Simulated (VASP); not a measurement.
Set up this calculation in VASP 6.6.1, as the native input.

- Task: relaxation of cell and atoms
- Functional: PBE
- Potentials or basis: VASP PAW PBE potentials, release 64 (Hf_pv, O)
- Cutoff: 600 eV
- k mesh: 4 × 4 × 4
- Occupations: fermi-dirac, width 0.05 eV
- Spin: no spin polarisation
- Further INCAR settings: ALGO = Normal; EDIFF = 1e-06; IBRION = 2; EDIFFG = -0.01; NSW = 60; ISIF = 3

The structure of HfO2 lies in POSCAR:

```
HfO2
1.0
    5.2936290000      0.0000000000      0.0000000000
    0.0000000000      5.0690240000      0.0000000000
    0.0000000000      0.0000000000      5.1011660000
Hf O
4 8
Direct
    0.0326020000      0.2663020000      0.2400020000
    0.4673980000      0.2663020000      0.7400020000
    0.5326020000      0.7336980000      0.2400020000
    0.9673980000      0.7336980000      0.7400020000
    0.3654080000      0.0676100000      0.3831580000
    0.1345920000      0.0676100000      0.8831580000
    0.7292260000      0.4627940000      0.4898400000
    0.7707740000      0.4627940000      0.9898400000
    0.2707740000      0.5372060000      0.9898400000
    0.2292260000      0.5372060000      0.4898400000
    0.8654080000      0.9323900000      0.3831580000
    0.6345920000      0.9323900000      0.8831580000
```

Measurements of this composition are mostly on another form, of space group No. 14.

One way to write it, as run:

INCAR

```
SYSTEM = HfO2
  ALGO = Normal
  EDIFF = 1E-6
  EDIFFG = -0.01
  ENCUT = 600
  GGA = PE
  IBRION = 2
  ISIF = 3
  ISMEAR = -1
  KPAR = 8
  LASPH = .True.
  LCHARG = .False.
  LREAL = .False.
  LWAVE = .False.
  NELM = 100
  NSW = 60
  PREC = Accurate
  SIGMA = 0.05
```

KPOINTS

```
k-points
0
Gamma
  4 4 4
  0 0 0
```

Potentials or basis: VASP PAW PBE potentials, release 64 (Hf_pv, O).

Run with:

```bash
$ cat potpaw_PBE.64/Hf_pv/POTCAR potpaw_PBE.64/O/POTCAR > POTCAR
$ mpirun -np 8 vasp_std > vasp.out
```

Results of the run:

The relaxed volume is 11.24 Å³/atom. The relaxed cell is a = 5.266 Å, b = 5.046 Å, c = 5.077 Å, α = 90.00°, β = 90.00°, γ = 90.00°. The space group after relaxing (to 0.05 Å) is Pca2_1 (No. 29). The energy gained by relaxing is 1.7 meV/atom, the ionic steps are 12 and the pressure after relaxing is 0.0 GPa. The largest force after relaxing is 0.008 eV/Å. The band gap on the k mesh is 4.40 eV, indirect (least direct gap 4.62 eV).

Caveat: spin-orbit coupling is left out, which moves the levels of the heavy elements.

Wall time 5.1 min on 8 MPI ranks on Intel(R) Xeon(R) Platinum 8559C (Emerald Rapids), on a shared host, peak memory 0.41 GiB a rank.
